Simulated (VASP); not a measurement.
# Sb (Fm-3m) in VASP: notebook

Runs on Sb. Level: r2SCAN. Tasks: single point.

Everything below comes from runs of VASP 6.6.1. Logs are shortened: lines on timing, memory, paths and dates and some standing lists are left out, and cuts for length are marked.

### Step 1. Starting point

The structure is cubic, space group Fm-3m (No. 225). The conventional cell has a = 4.742 Å, b = 4.742 Å, c = 4.742 Å, α = 90.00°, β = 90.00°, γ = 90.00°. Sb (site symmetry m-3m) is surrounded by 12 Sb at 3.35 Å.

This isn't the form of Sb at room conditions, which is rhombohedral.

### Step 2. Single point, r2SCAN

Contents of INCAR:

```
SYSTEM = Sb
  PREC = Accurate
  ENCUT = 450
  EDIFF = 0.001
  ISMEAR = 0
  SIGMA = 0.05
  LREAL = .FALSE.
  LASPH = .TRUE.
  NELM = 100
  ALGO = Normal
  ISIF = 2
  LWAVE = .FALSE.
  LCHARG = .FALSE.
  METAGGA = R2SCAN
  LMIXTAU = .TRUE.
  NBANDS = 8
  ADDGRID = .FALSE.
```

Contents of KPOINTS:

```
regular mesh
0
G
  4 4 4
  0 0 0
```

Contents of POSCAR:

```
Sb
1.0
    0.0000000000      2.3712425216      2.3712425216
    2.3712425216      0.0000000000      2.3712425216
    2.3712425216      2.3712425216      0.0000000000
Sb
1
Direct
    0.0000000000      0.0000000000      0.0000000000
```

Potentials or basis: VASP PAW PBE potentials, release 64 (Sb).

Run with:

```sh
cat potpaw_PBE.64/Sb/POTCAR > POTCAR
mpirun -np 1 vasp_std > vasp.out
```

OUTCAR:

```text
SYSTEM = Sb
   PREC = Accurate
   ENCUT = 450
   EDIFF = 0.001
   ISMEAR = 0
   LREAL = .FALSE.
   LASPH = .TRUE.
   NELM = 100
   ISIF = 2
   METAGGA = R2SCAN

 Found      8 irreducible k-points:

 Following reciprocal coordinates:
            Coordinates               Weight
  0.000000  0.000000  0.000000      1.000000
  0.250000  0.000000  0.000000      8.000000
  0.500000  0.000000  0.000000      4.000000
  0.250000  0.250000  0.000000      6.000000
  0.500000  0.250000  0.000000     24.000000
 -0.250000  0.250000  0.000000     12.000000
   k-points           NKPTS =      8   k-points in BZ     NKDIM =      8   number of bands    NBANDS=      8
   number of dos      NEDOS =    301   number of ions     NIONS =      1
   total plane-waves  NPLWV =  13824
   dimension x,y,z NGX =    24 NGY =   24 NGZ =   24
   dimension x,y,z NGXF=    48 NGYF=   48 NGZF=   48
   ions per type =               1
   NGX,Y,Z   is equivalent  to a cutoff of  11.90, 11.90, 11.90 a.u.
   NGXF,Y,Z  is equivalent  to a cutoff of  23.80, 23.80, 23.80 a.u.
 SYSTEM =  Sb
   PREC   = accura    normal or accurate (medium, high low for compatibility)
   ISTART =      0    job   : 0-new  1-cont  2-samecut
   ICHARG =      2    charge: 1-file 2-atom 10-const
   ISPIN  =      1    spin polarized calculation?
   LNONCOLLINEAR =      F non collinear calculations
   LSORBIT =      F    spin-orbit coupling
   LASPH  =      T    aspherical Exc in radial PAW
   ENCUT  =  450.0 eV  33.07 Ry    5.75 a.u.   5.80  5.80  5.80*2*pi/ulx,y,z
   NELM   =    100;   NELMIN=  2; NELMDL= -5     # of ELM steps
   EDIFF  = 0.1E-02   stopping-criterion for ELM
   LREAL  =      F    real-space projection
   EDIFFG = 0.1E-01   stopping-criterion for IOM
   NSW    =      0    number of steps for IOM
   IBRION =     -1    ionic relax: 0-MD 1-quasi-New 2-CG
   NFREE  =      0    steps in history (QN), initial steepest desc. (CG)
   ISIF   =      2    stress and relaxation
   ISYM   =      2    0-nonsym 1-usesym 2-fastsym
   POTIM  = 0.5000    time-step for ionic-motion
   TEBEG  =    0.0;   TEEND  =   0.0 temperature during run
   PSTRESS=    0.0 pullay stress
   NELECT =       5.0000    total number of electrons
   NUPDOWN=      -1.0000    fix difference up-down
   EMIN   =  10.00;   EMAX   =-10.00  energy-range for DOS
   EFERMI =   0.00;   METHOD = LEGACY
   ISMEAR =     0;   SIGMA  =   0.05  broadening in eV -4-tet -1-fermi 0-gaus
   EFERMI_NEDOS =   21; number of points for ismear=-14 and -15
   IALGO  =     38    algorithm
   IMIX   =      4    mixing-type and parameters
     AMIX     =   0.40;   BMIX     =  1.00
     AMIX_MAG =   1.60;   BMIX_MAG =  1.00
  volume/ion in A,a.u.               =      26.67       179.95
  Fermi-wavevector in a.u.,A,eV,Ry     =   0.937013  1.770697 11.945820  0.877993
  Thomas-Fermi vector in A             =   2.064081
   LORBIT       =      0    0 simple, 1 ext, 2 COOP (PROOUT), +10 PAW based schemes
   METAGGA = R2SCAN    functional components
   LHFCALC =     F    Hartree Fock is set to
   AEXX    =    0.0000 exact exchange contribution
   IVDW    =     0    specifies the selected vdW correction
   LEPSILON=     F    determine dielectric tensor
   LRPA    =     F    only Hartree local field effects (RPA)
 non-spin polarized calculation
 Gauss-broadening in eV      SIGMA  =   0.05
  energy-cutoff  :      450.00
  volume of cell :       26.67
 maximum number of plane-waves:       604
   NGX = 11   NGY = 11   NGZ = 11

 number of electron       5.0000000 magnetization

 Free energy of the ion-electron system (eV)
  ---------------------------------------------------
  ext. energy  EPLUGINS =         0.00000000
  ---------------------------------------------------
  free energy    TOTEN  =       -25.25049242 eV

  energy without entropy =      -25.23935544  energy(sigma->0) =      -25.24492393

 E-fermi :   7.8361     XC(G=0): -10.8888

 val. band max:        7.8222171362   @ k =   0.5000   0.2500   0.0000
 cond. band min:       8.9640016769   @ k =   0.5000   0.5000   0.0000
 fundamental gap:      1.1417845407
 Fermi energy:         7.8360653323

 k-point     1 :       0.0000    0.0000    0.0000
  band No.  band energies     occupation
      1      -5.0701      2.00000
      2      14.3146      0.00000
      3      14.3146      0.00000
      4      14.3147      0.00000
      5      19.0576      0.00000
      6      19.0576      0.00000
      7      19.0576      0.00000
      8      19.5701      0.00000

 k-point     2 :       0.2500    0.0000    0.0000
  band No.  band energies     occupation
      1      -3.7586      2.00000
      2       7.7869      1.83587
      3      13.1880      0.00000
      4      13.1880      0.00000
      5      17.4410      0.00000
      6      19.5305      0.00000
      7      19.5305      0.00000
      8      21.1523      0.00000

 k-point     3 :       0.5000    0.0000    0.0000
  band No.  band energies     occupation
      1      -0.9829      2.00000
      2       2.3688      2.00000
      3      12.4703      0.00000
      4      12.4703      0.00000
      5      17.4048      0.00000
      6      18.1807      0.00000
      7      18.1807      0.00000
      8      19.0791      0.00000

 k-point     4 :       0.2500    0.2500    0.0000
  band No.  band energies     occupation
      1      -3.3136      2.00000
      2       9.6355      0.00000
      3      10.8196      0.00000
      4      10.8196      0.00000
      5      14.8761      0.00000
      6      15.8611      0.00000
      7      23.8747      0.00000
      8      23.8747      0.00000

 k-point     5 :       0.5000    0.2500    0.0000
  band No.  band energies     occupation
      1      -0.5748      2.00000
      2       4.3183      2.00000
      3       7.8222      1.30471
      4      10.2833      0.00000
      5      14.5566      0.00000
      6      19.3419      0.00000
      7      22.1522      0.00000
      8      23.1062      0.00000

 k-point     6 :      -0.2500    0.2500    0.0000
  band No.  band energies     occupation
      1      -1.6840      2.00000
      2       6.0226      2.00000
      3       7.0127      2.00000
      4      12.1863      0.00000
      5      16.2885      0.00000
      6      20.9037      0.00000
      7      21.0614      0.00000
      8      21.5673      0.00000

 [... further k-points ...]

------------------------ aborting loop because EDIFF is reached ----------------------------------------

  FORCE on cell =-STRESS in cart. coord.  units (eV):
  Direction    XX          YY          ZZ          XY          YZ          ZX
  --------------------------------------------------------------------------------------
  -------------------------------------------------------------------------------------
  Total       -0.2474614     -0.2474614     -0.2474614     -0.0000000     -0.0000000      0.0000000
  in kB      -14.8682616    -14.8682616    -14.8682616     -0.0000000     -0.0000000      0.0000000
  external PRESSURE =     -14.8682616 kB  Pullay stress =       0.0000000 kB

 VOLUME and BASIS-vectors are now :
 -----------------------------------------------------------------------------
  energy-cutoff  :      450.00
  volume of cell :       26.67
      direct lattice vectors                 reciprocal lattice vectors
     0.000000000  2.371242522  2.371242522    -0.210859916  0.210859916  0.210859916
     2.371242522  0.000000000  2.371242522     0.210859916 -0.210859916  0.210859916
     2.371242522  2.371242522  0.000000000     0.210859916  0.210859916 -0.210859916

 POSITION                                       TOTAL-FORCE (eV/Angst)
 -----------------------------------------------------------------------------------
      0.00000      0.00000      0.00000         0.000000      0.000000      0.000000
 -----------------------------------------------------------------------------------
    total drift:                                0.000000      0.000000      0.000000

  FREE ENERGIE OF THE ION-ELECTRON SYSTEM (eV)
  ---------------------------------------------------
  free  energy   TOTEN  =       -25.2504924184 eV

  energy  without entropy=      -25.2393554381  energy(sigma->0) =      -25.24492393
```

stdout:

```text
POSCAR found type information on POSCAR Sb
 POSCAR found :  1 types and       1 ions
 scaLAPACK will be used
 -----------------------------------------------------------------------------
|                                                                             |
|                                                                             |
|     You enforced a specific xc type in the INCAR file but a different       |
|     I HOPE YOU KNOW WHAT YOU ARE DOING!                                     |
|                                                                             |
 -----------------------------------------------------------------------------

 LDA part: xc-table for (None), standard interpolation
 POSCAR, INCAR and KPOINTS ok, starting setup
 FFT: planning ... GRIDC
 FFT: planning ... GRID_SOFT
 FFT: planning ... GRID
 WAVECAR not read
 entering main loop
```

It used 5.8 s of CPU time on 1 thread of Intel(R) Xeon(R) Platinum 8559C (Emerald Rapids) (shared host), which was overloaded at the time.

These settings aren't checked as converged: the numbers below hold their error.

Results:

* Free energy: -25.2505 eV
* Pressure: -1.5 GPa
* Band gap on the k mesh: none (metal or under the smearing width)

Caveat: the k mesh is coarse (spacing up to 0.57 Å⁻¹), so the values aren't converged; the PAW data sets were made with another functional, which shifts forces and pressure a little.

### Step 3. Single point, r2SCAN

Edit INCAR of step 2 so:

```diff
@@ -3,3 +3,3 @@
   ENCUT = 450
-  EDIFF = 0.001
+  EDIFF = 1E-4
   ISMEAR = 0
```

KPOINTS is that of step 2.

POSCAR is that of step 2.

Potentials or basis: VASP PAW PBE potentials, release 64 (Sb).

Run with:

```sh
cat potpaw_PBE.64/Sb/POTCAR > POTCAR
mpirun -np 1 vasp_std > vasp.out
```

It used 6.7 s of CPU time on 1 thread of Intel(R) Xeon(R) Platinum 8559C (Emerald Rapids), with other jobs on the host, which was overloaded at the time.

The run converged, but some of its settings lie outside the range that counts as converged, so its numbers aren't taken as properties of the crystal.

What came out:

* Free energy: -25.2514 eV
* Pressure: -0.4 GPa
* Band gap on the k mesh: none (metal or under the smearing width)

Caveat: the k mesh is coarse (spacing up to 0.57 Å⁻¹), so the values aren't converged; the PAW data sets were made with another functional, which shifts forces and pressure a little.

### Step 4. Single point, r2SCAN

Edit INCAR of step 3 so:

```diff
@@ -3,3 +3,3 @@
   ENCUT = 450
-  EDIFF = 1E-4
+  EDIFF = 1E-5
   ISMEAR = 0
```

KPOINTS is that of step 3.

POSCAR is that of step 3.

Run with:

```sh
cat potpaw_PBE.64/Sb/POTCAR > POTCAR
mpirun -np 1 vasp_std > vasp.out
```

Run time: 16 s. Hardware: 1 thread of Intel Xeon Platinum 8559C (Emerald Rapids), shared host; peak memory 0.13 GiB.

The run converged, but some of its settings lie outside the range that counts as converged, so its numbers aren't taken as properties of the crystal.

What came out:

```yaml
Free_energy: -25.2515 eV
Pressure: -0.5 GPa
Band_gap_on_the_k_mesh: none (metal or under the smearing width)
```

Caveat: the k mesh is coarse (spacing up to 0.57 Å⁻¹), so the values aren't converged; the PAW data sets were made with another functional, which shifts forces and pressure a little.
